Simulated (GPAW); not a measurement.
**How the plane-wave cutoff moves the magnetism of zigzag V chain, bond 2.466 A**

Two starts of zigzag V chain, bond 2.466 A are run at each rung of the plane-wave cutoff. Which rung is enough?

Method: PBE; plane waves with GPAW's PAW setups, scalar-relativistic, in GPAW 26.7.0.

## Step 1: Starting point

The cell holds 2 atoms: 2 V. Its edges and angles: a = 12.000 Å, b = 12.000 Å, c = 2.959 Å, α = 90.0°, β = 90.0°, γ = 90.0°. model lattice. Vacuum lies along a and b. The structure's axis is c.

## Step 2: Rung 1 (250 eV), start ferro ++

The ladder starts at a low cutoff and climbs, to see from where on the results stand still.

order1.py

```python
import json
import numpy as np
from ase import Atoms
from ase.parallel import paropen, parprint
from gpaw import GPAW

atoms = Atoms(['V', 'V'],
    cell=[[12.0, 0.0, 0.0],
         [0.0, 12.0, 0.0],
         [0.0, 0.0, 2.9592]],
    scaled_positions=[[0.4178, 0.5, 0.0],
         [0.5822, 0.5, 0.5]],
    pbc=True,
    magmoms=[1.5, 1.5])
atoms.calc = GPAW(mode={'name': 'pw', 'ecut': 250},
    xc='PBE',
    kpts={'size': (1, 1, 10), 'gamma': True},
    occupations={'name': 'fermi-dirac', 'width': 0.05},
    convergence={'density': 1e-05, 'energy': 1e-05},
    maxiter=200,
    symmetry={'tolerance': 1e-4},
    txt='order1.txt')
e = atoms.get_potential_energy(force_consistent=True)
res = {'free_energy': e, 'energy_sigma0': atoms.get_potential_energy(), 'fermi_energy': atoms.calc.get_fermi_level()}
res['moments'] = atoms.get_magnetic_moments().tolist()
res['total'] = atoms.get_magnetic_moment()
parprint('site moments (muB):', np.round(res['moments'], 3))
parprint(f"total moment: {res['total']:.3f} muB")
parprint(f'free energy: {e:.6f} eV')
atoms.calc.write('order1.gpw')
with paropen('results.json', 'w') as f:
    json.dump(res, f)
```

Started as:

```bash
OMP_NUM_THREADS=1 python3 order1.py > order1.log
```

The log of the run:

```text
site moments (muB): [0.105 0.105]
total moment: 0.239 muB
free energy: -10.262133 eV

--- order1.txt ---
Input parameters:
  mode=PW(ecut=250),
  convergence={'density': 1e-05, 'energy': 1e-05},
  kpts=MonkhorstPack(size=(1, 1, 10), gamma=True),
  maxiter=200,
  occupations=Occupations(name='fermi-dirac', width=0.05),
  symmetry=Symmetry(tolerance=0.0001),
  xc=XC(name='PBE')

Diagonalizing LCAO Hamiltonian
Converting LCAO to pw mode
        .----------------------------.
       /|                            |
      / |                            |
     /  |                            |
    /   .----------------------------.
   /   /             V              /
  /   /                            /
 *   /                            /
 |  /            V               /
 | /                            /
 |/                            /
 *----------------------------*

Atoms  # Å, Bohr magnetons
|   | symbol |        x |        y |        z |    initial magnetic moments |
|---|--------|----------|----------|----------|-----------------------------|
| 0 |      V | 5.013600 | 6.000000 | 0.000000 | ( 0.0000,  0.0000,  1.5000) |
| 1 |      V | 6.986400 | 6.000000 | 1.479600 | ( 0.0000,  0.0000,  1.5000) |

Unit cell  # Å
| periodic |         x |         y |        z |   lengths |    angles |
|----------|-----------|-----------|----------|-----------|-----------|
|      yes | 12.000000 |  0.000000 | 0.000000 | 12.000000 | 90.000000 |
|      yes |  0.000000 | 12.000000 | 0.000000 | 12.000000 | 90.000000 |
|      yes |  0.000000 |  0.000000 | 2.959200 |  2.959200 | 90.000000 |

Number of symmetries: 4

BZ-sampling:
  Number of BZ points: 10
  Number of IBZ points: 6

  Monkhorst-Pack size: [1, 1, 10]
  Monkhorst-Pack shift: [0.0, 0.0, 0.05]

Plane wave coefficients: 3880
Cutoff: 250.0 eV

Spin-components: 2 (collinear spins)
Bands:           22
Projectors:      12
Spin-degeneracy: 1
Datatype:        complex128

Parallelization:
  kpt:    1
  domain: 1
  band:   1

Density:
  Valence electrons: 26.0
  Components: 2
  Grid points: [45 45 12]
  Charge: 0.0  # |e|

Potential:
  Grid points: [45 45 12]

[... setups left out ...]
Reference energy: -51640.991124  # eV

eigensolver:
  PPCG
  Converge bands: occupied
  niter=2

density mixing:
  MSR1-Mixer
  Pratt-step length: 0.05
  Maximum mixing coefficient: 0.75
  Old densities: 10
  SVD Regularization: 0.005
  Good broyden scale: 1.0
  Trust region scale: 1.0
  Backstep threshold: 4.0
  History deletion threshold: 6.0
  Fourier metric: weight=20.0, sigma=0.015

occupation numbers:
  Fermi-Dirac:
    width: 0.0500  # eV

poisson solver:
  ecut: 2000.0  # eV

xc functional:
  name: PBE with 2 nearest neighbor stencil

convergence criteria:
- Maximum integral of absolute [dens]ity change: 1e-05 electrons / valence electron
- Maximum [total energy] change in last 3 cyles: 1e-05 eV / valence electron
- Maximum integral of absolute [eigenst]ate change: 4e-08 eV^2 / valence electron
maximum number of iterations: 200

SCF iterations
|iter     |      energy | eigst |  dens |  magmom |
|---------|-------------|-------|-------|---------|
|iter:   1|       0s |  -12.348070 | +0.27 |       |  +3.0106|
|iter:   2|       0s |  -11.716965 | -1.28 | -0.75 |  +2.9445|
|iter:   3|       1s |  -10.374087 | -0.19 | -0.78 |  +1.7978|
|iter:   4|       1s |  -10.192175 | -0.90 | -1.17 |  +1.6895|
|iter:   5|       2s |  -10.214389 | -1.75 | -1.40 |  +1.4216|
|iter:   6|       2s |  -10.212912 | -2.04 | -1.45 |  +1.1226|
|iter:   7|       3s |  -10.231354 | -2.72 | -1.74 |  +0.6845|
|iter:   8|       4s |  -10.243789 | -2.61 | -1.99 |  +0.3528|
|iter:   9|       4s |  -10.268802 | -2.87 | -2.19 |  +0.3724|
|iter:  10|       5s |  -10.243996 | -3.13 | -1.57 |  +0.3663|
[... 12 iterations left out ...]
|iter:  23|      12s |  -10.243854c| -7.36 | -3.81 |  +0.2385|
|iter:  24|      13s |  -10.243850c| -7.06 | -3.94 |  +0.2379|
|iter:  25|      13s |  -10.243849c| -7.53c| -3.74 |  +0.2377|
|iter:  26|      14s |  -10.243854c| -7.01 | -3.69 |  +0.2385|
|iter:  27|      15s |  -10.243859c| -7.38 | -3.68 |  +0.2389|
|iter:  28|      15s |  -10.243865c| -7.17 | -3.91 |  +0.2395|
|iter:  29|      16s |  -10.243861c| -7.33 | -4.10 |  +0.2393|
|iter:  30|      16s |  -10.243859c| -7.57c| -4.34 |  +0.2390|
|iter:  31|      16s |  -10.243858c| -7.53c| -4.59 |  +0.2390|
|iter:  32|      17s |  -10.243858c| -7.68c| -5.17c|  +0.2389|

Converged in 32 steps
Energy contributions relative to reference atoms: (reference = -51640.991124)

Energy contributions:
  Kinetic:         -14.401547
  Coulomb:          12.997022
  Zero:              0.278126
  External:          0.000000
  Xc:               -9.099184
  Entropy:          -0.036549
  Spinorbit:         0.000000
  ----------------------------
  Free energy:     -10.262133
  Extrapolated:    -10.243858

dipole moment: (0.000002, 0.000000, -7.040504)  # |e|*Ang

Total magnetic moment: (0.000000, 0.000000, 0.238907)

Local magnetic moments
|        x |        y |        z |
|----------|----------|----------|
| 0.000000 | 0.000000 | 0.104513 |  # V    0
| 0.000000 | 0.000000 | 0.104534 |  # V    1

Fermi level: -2.679
Eigenvalues  # (at kpt = [0.000, 0.000, 0.000])
| band index |      eig [eV] | occ [0-1] |      eig [eV] | occ [0-1] |
|------------|---------------|-----------|---------------|-----------|
|          0 |       -66.968 |     1.000 |       -66.859 |     1.000 |
|        ... |               |           |               |           |
|          6 |       -40.470 |     1.000 |       -40.366 |     1.000 |
|          7 |       -40.465 |     1.000 |       -40.353 |     1.000 |
|          8 |        -5.941 |     1.000 |        -5.906 |     1.000 |
|          9 |        -4.766 |     1.000 |        -4.739 |     1.000 |
|         10 |        -3.427 |     1.000 |        -3.384 |     1.000 |
|         11 |        -3.192 |     1.000 |        -3.081 |     1.000 |
|         12 |        -2.823 |     0.947 |        -2.732 |     0.743 |
|         13 |        -2.734 |     0.751 |        -2.658 |     0.398 |
|         14 |        -2.035 |     0.000 |        -1.984 |     0.000 |
|         15 |        -1.890 |     0.000 |        -1.873 |     0.000 |
|         16 |        -1.852 |     0.000 |        -1.725 |     0.000 |
|         17 |        -1.822 |     0.000 |        -1.712 |     0.000 |
|         18 |        -1.646 |     0.000 |        -1.606 |     0.000 |
|         19 |        -1.108 |     0.000 |        -0.995 |     0.000 |
|         20 |        -0.455 |     0.000 |        -0.445 |     0.000 |
|         21 |        -0.195 |     0.000 |        -0.030 |     0.000 |

No gap
No difference between direct/indirect transitions
```

It took 19 s on 1 MPI rank of AMD EPYC 9R45, shared host; peak memory 0.21 GiB.

This step gave:

```yaml
magnetization: 0.2389 μB
final_state: weakly magnetic
largest_moment: 0.1045 μB
```

After 32 cycles the largest moment is only 0.105 μB.

## Step 3: Rung 1 (250 eV), start antiferro +-

The second start gives the energy difference between the two end states, the quantity that is followed up the ladder.

order2.py is the script of step 2 with these lines changed:

```diff
@@ -13,3 +13,3 @@
     pbc=True,
-    magmoms=[1.5, 1.5])
+    magmoms=[1.5, -1.5])
 atoms.calc = GPAW(mode={'name': 'pw', 'ecut': 250},
@@ -21,3 +21,3 @@
     symmetry={'tolerance': 1e-4},
-    txt='order1.txt')
+    txt='order2.txt')
 e = atoms.get_potential_energy(force_consistent=True)
@@ -29,3 +29,3 @@
 parprint(f'free energy: {e:.6f} eV')
-atoms.calc.write('order1.gpw')
+atoms.calc.write('order2.gpw')
 with paropen('results.json', 'w') as f:
```

Started as:

```bash
OMP_NUM_THREADS=1 python3 order2.py > order2.log
```

The log of the run:

```text
site moments (muB): [ 2.01 -2.01]
total moment: -0.000 muB
free energy: -10.709991 eV

--- order2.txt ---
Input parameters:
  mode=PW(ecut=250),
  convergence={'density': 1e-05, 'energy': 1e-05},
  kpts=MonkhorstPack(size=(1, 1, 10), gamma=True),
  maxiter=200,
  occupations=Occupations(name='fermi-dirac', width=0.05),
  symmetry=Symmetry(tolerance=0.0001),
  xc=XC(name='PBE')

Diagonalizing LCAO Hamiltonian
Converting LCAO to pw mode
        .----------------------------.
       /|                            |
      / |                            |
     /  |                            |
    /   .----------------------------.
   /   /             V              /
  /   /                            /
 *   /                            /
 |  /            V               /
 | /                            /
 |/                            /
 *----------------------------*

Atoms  # Å, Bohr magnetons
|   | symbol |        x |        y |        z |    initial magnetic moments |
|---|--------|----------|----------|----------|-----------------------------|
| 0 |      V | 5.013600 | 6.000000 | 0.000000 | ( 0.0000,  0.0000,  1.5000) |
| 1 |      V | 6.986400 | 6.000000 | 1.479600 | ( 0.0000,  0.0000, -1.5000) |

Number of symmetries: 4

BZ-sampling:
  Number of BZ points: 10
  Number of IBZ points: 6

  Monkhorst-Pack size: [1, 1, 10]
  Monkhorst-Pack shift: [0.0, 0.0, 0.05]

Plane wave coefficients: 3880
Cutoff: 250.0 eV

Spin-components: 2 (collinear spins)
Bands:           20
Projectors:      12
Spin-degeneracy: 1
Datatype:        complex128

Parallelization:
  kpt:    1
  domain: 1
  band:   1

Density:
[...]
|iter:  15|       7s |  -10.692371c| -6.77 | -4.29 |  -0.0004|
|iter:  16|       8s |  -10.692372c| -7.35 | -4.83 |  -0.0003|
|iter:  17|       8s |  -10.692371c| -7.46c| -4.94 |  -0.0001|
|iter:  18|       8s |  -10.692372c| -7.64c| -5.11c|  -0.0001|

Converged in 18 steps
Energy contributions relative to reference atoms: (reference = -51640.991124)

Energy contributions:
  Kinetic:          -3.708564
  Coulomb:           5.966662
  Zero:              0.258131
  External:          0.000000
  Xc:              -13.190981
  Entropy:          -0.035238
  Spinorbit:         0.000000
  ----------------------------
  Free energy:     -10.709991
  Extrapolated:    -10.692372

dipole moment: (0.000021, 0.000000, -6.989213)  # |e|*Ang

Total magnetic moment: (0.000000, 0.000000, -0.000089)

Local magnetic moments
|        x |        y |         z |
|----------|----------|-----------|
| 0.000000 | 0.000000 |  2.009913 |  # V    0
| 0.000000 | 0.000000 | -2.010018 |  # V    1

Fermi level: -2.644
Eigenvalues  # (at kpt = [0.000, 0.000, 0.000])
| band index |      eig [eV] | occ [0-1] |      eig [eV] | occ [0-1] |
|------------|---------------|-----------|---------------|-----------|
|          0 |       -67.192 |     1.000 |       -67.192 |     1.000 |
|        ... |               |           |               |           |
|          4 |       -40.960 |     1.000 |       -40.960 |     1.000 |
|          5 |       -39.061 |     1.000 |       -39.061 |     1.000 |
|          6 |       -38.969 |     1.000 |       -38.969 |     1.000 |
|          7 |       -38.914 |     1.000 |       -38.914 |     1.000 |
[...]
|         16 |        -1.274 |     0.000 |        -1.274 |     0.000 |
|         17 |        -0.765 |     0.000 |        -0.765 |     0.000 |
|         18 |        -0.187 |     0.000 |        -0.187 |     0.000 |
|         19 |         0.169 |     0.000 |         0.168 |     0.000 |

No gap
No difference between direct/indirect transitions
```

It took 11 s on 1 MPI rank; peak memory 0.2 GiB.

Numbers from this step:

| Item | Value |
| --- | --- |
| magnetization | 0 μB |
| final state | antiferromagnetic |
| largest moment | 2.010 μB |

This start lies -223.9 meV a seeded atom from the first; its largest moment is 2.01 μB.

## Step 4: Rung 2 (325 eV), start ferro ++

order1.py is the script of step 2 with these lines changed:

```diff
@@ -14,3 +14,3 @@
     magmoms=[1.5, 1.5])
-atoms.calc = GPAW(mode={'name': 'pw', 'ecut': 250},
+atoms.calc = GPAW(mode={'name': 'pw', 'ecut': 325},
     xc='PBE',
```

Started as:

```bash
OMP_NUM_THREADS=1 python3 order1.py > order1.log
```

The log of the run:

```text
site moments (muB): [0.106 0.106]
total moment: 0.240 muB
free energy: -10.558193 eV

--- order1.txt ---
Input parameters:
  mode=PW(ecut=325),
  convergence={'density': 1e-05, 'energy': 1e-05},
  kpts=MonkhorstPack(size=(1, 1, 10), gamma=True),
  maxiter=200,
  occupations=Occupations(name='fermi-dirac', width=0.05),
  symmetry=Symmetry(tolerance=0.0001),
  xc=XC(name='PBE')

Diagonalizing LCAO Hamiltonian
[...]
|          8 |        -5.929 |     1.000 |        -5.894 |     1.000 |
|          9 |        -4.756 |     1.000 |        -4.729 |     1.000 |
[...]
|         18 |        -1.645 |     0.000 |        -1.606 |     0.000 |
|         19 |        -1.117 |     0.000 |        -1.002 |     0.000 |
|         20 |        -0.460 |     0.000 |        -0.450 |     0.000 |
|         21 |        -0.211 |     0.000 |        -0.044 |     0.000 |

No gap
No difference between direct/indirect transitions


[key lines of the parts left out:]
Free energy:     -10.558193
Converged in 28 steps
dipole moment: (0.000005, 0.000000, -7.048672)  # |e|*Ang
Fermi level: -2.675
```

Elapsed: 22 s, on 1 MPI rank; peak memory 0.25 GiB.

This step gave:

```yaml
magnetization: 0.2397 μB
final_state: weakly magnetic
largest_moment: 0.1059 μB
```

After 28 cycles the largest moment is only 0.106 μB.

## Step 5: Rung 2 (325 eV), start antiferro +-

order2.py is the script of step 3 with these lines changed:

```diff
@@ -14,3 +14,3 @@
     magmoms=[1.5, -1.5])
-atoms.calc = GPAW(mode={'name': 'pw', 'ecut': 250},
+atoms.calc = GPAW(mode={'name': 'pw', 'ecut': 325},
     xc='PBE',
```

Started as:

```bash
OMP_NUM_THREADS=1 python3 order2.py > order2.log
```

The log of the run:

```text
site moments (muB): [ 2.037 -2.037]
total moment: -0.000 muB
free energy: -11.023972 eV

--- order2.txt ---
Input parameters:
  mode=PW(ecut=325),
  convergence={'density': 1e-05, 'energy': 1e-05},
  kpts=MonkhorstPack(size=(1, 1, 10), gamma=True),
  maxiter=200,
  occupations=Occupations(name='fermi-dirac', width=0.05),
  symmetry=Symmetry(tolerance=0.0001),
  xc=XC(name='PBE')

Diagonalizing LCAO Hamiltonian
[...]
|          6 |       -38.959 |     1.000 |       -38.959 |     1.000 |
|          7 |       -38.902 |     1.000 |       -38.902 |     1.000 |
[...]
|         16 |        -1.261 |     0.000 |        -1.261 |     0.000 |
|         17 |        -0.756 |     0.000 |        -0.756 |     0.000 |
|         18 |        -0.749 |     0.000 |        -0.749 |     0.000 |
|         19 |        -0.185 |     0.000 |        -0.185 |     0.000 |

No gap
No difference between direct/indirect transitions


[key lines of the parts left out:]
Free energy:     -11.023972
Converged in 18 steps
dipole moment: (0.000014, 0.000000, -6.996550)  # |e|*Ang
Fermi level: -2.639
```

Elapsed: 13 s, on 1 MPI rank; peak memory 0.24 GiB.

This step gave:

```
magnetization  : 0 μB
final state    : antiferromagnetic
largest moment : 2.037 μB
```

This start lies -232.9 meV a seeded atom from the first, a change of -9.0 meV since rung 1; its largest moment is 2.04 μB.

## Step 6: Rung 3 (400 eV), start ferro ++

order1.py is the script of step 4 with these lines changed:

```diff
@@ -14,3 +14,3 @@
     magmoms=[1.5, 1.5])
-atoms.calc = GPAW(mode={'name': 'pw', 'ecut': 325},
+atoms.calc = GPAW(mode={'name': 'pw', 'ecut': 400},
     xc='PBE',
```

Started as:

```bash
OMP_NUM_THREADS=1 python3 order1.py > order1.log
```

The log of the run:

```text
site moments (muB): [0.107 0.107]
total moment: 0.240 muB
free energy: -10.665417 eV

--- order1.txt ---
Input parameters:
  mode=PW(ecut=400),
  convergence={'density': 1e-05, 'energy': 1e-05},
  kpts=MonkhorstPack(size=(1, 1, 10), gamma=True),
  maxiter=200,
  occupations=Occupations(name='fermi-dirac', width=0.05),
  symmetry=Symmetry(tolerance=0.0001),
  xc=XC(name='PBE')

Diagonalizing LCAO Hamiltonian
[...]
|          8 |        -5.923 |     1.000 |        -5.888 |     1.000 |
|          9 |        -4.750 |     1.000 |        -4.723 |     1.000 |
[...]
|         18 |        -1.643 |     0.000 |        -1.605 |     0.000 |
|         19 |        -1.122 |     0.000 |        -1.007 |     0.000 |
|         20 |        -0.460 |     0.000 |        -0.452 |     0.000 |
|         21 |        -0.224 |     0.000 |        -0.054 |     0.000 |

No gap
No difference between direct/indirect transitions


[key lines of the parts left out:]
Free energy:     -10.665417
Converged in 29 steps
dipole moment: (-0.000001, 0.000000, -7.049666)  # |e|*Ang
Fermi level: -2.673
```

Run time: 27 s. Hardware: 1 MPI rank; peak memory 0.29 GiB.

Numbers from this step:

- magnetization: 0.2396 μB
- final state: weakly magnetic
- largest moment: 0.1067 μB

After 29 cycles the largest moment is only 0.107 μB.

## Step 7: Rung 3 (400 eV), start antiferro +-

order2.py is the script of step 5 with these lines changed:

```diff
@@ -14,3 +14,3 @@
     magmoms=[1.5, -1.5])
-atoms.calc = GPAW(mode={'name': 'pw', 'ecut': 325},
+atoms.calc = GPAW(mode={'name': 'pw', 'ecut': 400},
     xc='PBE',
```

Started as:

```bash
OMP_NUM_THREADS=1 python3 order2.py > order2.log
```

The log of the run:

```text
site moments (muB): [ 2.052 -2.052]
total moment: -0.000 muB
free energy: -11.140836 eV

--- order2.txt ---
Input parameters:
  mode=PW(ecut=400),
  convergence={'density': 1e-05, 'energy': 1e-05},
  kpts=MonkhorstPack(size=(1, 1, 10), gamma=True),
  maxiter=200,
  occupations=Occupations(name='fermi-dirac', width=0.05),
  symmetry=Symmetry(tolerance=0.0001),
  xc=XC(name='PBE')

Diagonalizing LCAO Hamiltonian
[...]
|          6 |       -38.935 |     1.000 |       -38.935 |     1.000 |
|          7 |       -38.878 |     1.000 |       -38.878 |     1.000 |
[...]
|         16 |        -1.253 |     0.000 |        -1.253 |     0.000 |
|         17 |        -0.747 |     0.000 |        -0.747 |     0.000 |
|         18 |        -0.740 |     0.000 |        -0.740 |     0.000 |
|         19 |        -0.183 |     0.000 |        -0.183 |     0.000 |

No gap
No difference between direct/indirect transitions


[key lines of the parts left out:]
Free energy:     -11.140836
Converged in 18 steps
dipole moment: (0.000010, 0.000000, -6.996979)  # |e|*Ang
Fermi level: -2.636
```

The job ended after 16 s (1 MPI rank; peak memory 0.28 GiB).

Numbers from this step:

| Property | Result |
| --- | --- |
| magnetization | 0 μB |
| final state | antiferromagnetic |
| largest moment | 2.052 μB |

This start lies -237.7 meV a seeded atom from the first, a change of -4.8 meV since rung 2; its largest moment is 2.05 μB.

## Step 8: Rung 4 (500 eV), start ferro ++

order1.py is the script of step 6 with these lines changed:

```diff
@@ -14,3 +14,3 @@
     magmoms=[1.5, 1.5])
-atoms.calc = GPAW(mode={'name': 'pw', 'ecut': 400},
+atoms.calc = GPAW(mode={'name': 'pw', 'ecut': 500},
     xc='PBE',
```

Started as:

```bash
OMP_NUM_THREADS=1 python3 order1.py > order1.log
```

The log of the run:

```text
site moments (muB): [0.107 0.107]
total moment: 0.239 muB
free energy: -10.699541 eV

--- order1.txt ---
Input parameters:
  mode=PW(ecut=500),
  convergence={'density': 1e-05, 'energy': 1e-05},
  kpts=MonkhorstPack(size=(1, 1, 10), gamma=True),
  maxiter=200,
  occupations=Occupations(name='fermi-dirac', width=0.05),
  symmetry=Symmetry(tolerance=0.0001),
  xc=XC(name='PBE')

Diagonalizing LCAO Hamiltonian
[...]
|          8 |        -5.921 |     1.000 |        -5.886 |     1.000 |
|          9 |        -4.748 |     1.000 |        -4.721 |     1.000 |
[...]
|         18 |        -1.642 |     0.000 |        -1.604 |     0.000 |
|         19 |        -1.122 |     0.000 |        -1.007 |     0.000 |
|         20 |        -0.459 |     0.000 |        -0.451 |     0.000 |
|         21 |        -0.223 |     0.000 |        -0.053 |     0.000 |

No gap
No difference between direct/indirect transitions


[key lines of the parts left out:]
Free energy:     -10.699541
Converged in 30 steps
dipole moment: (0.000003, 0.000000, -7.049460)  # |e|*Ang
Fermi level: -2.672
```

It took 42 s on 1 MPI rank; peak memory 0.36 GiB.

Read from the output:

* magnetization: 0.2390 μB
* final state: weakly magnetic
* largest moment: 0.1066 μB

After 30 cycles the largest moment is only 0.107 μB.

(Continued in part 2 of 2.)

[Logs and program files are shortened in this print: banners, set-up blocks, solver, clock and traceback lines can be left out without a mark of their own.]

[Logs are printed without paths, hosts, clocks, repeated set-up lines and the standing remarks that a program may print on its own settings, such as how far it seeks lower states.]

[Hosts, paths, dates, database ids (printed as entryN), source tags and the programs' standing remarks are cut or masked in the printed files.]

[Where a cell is said to come from a database of computed structures, the database is the Materials Project.]
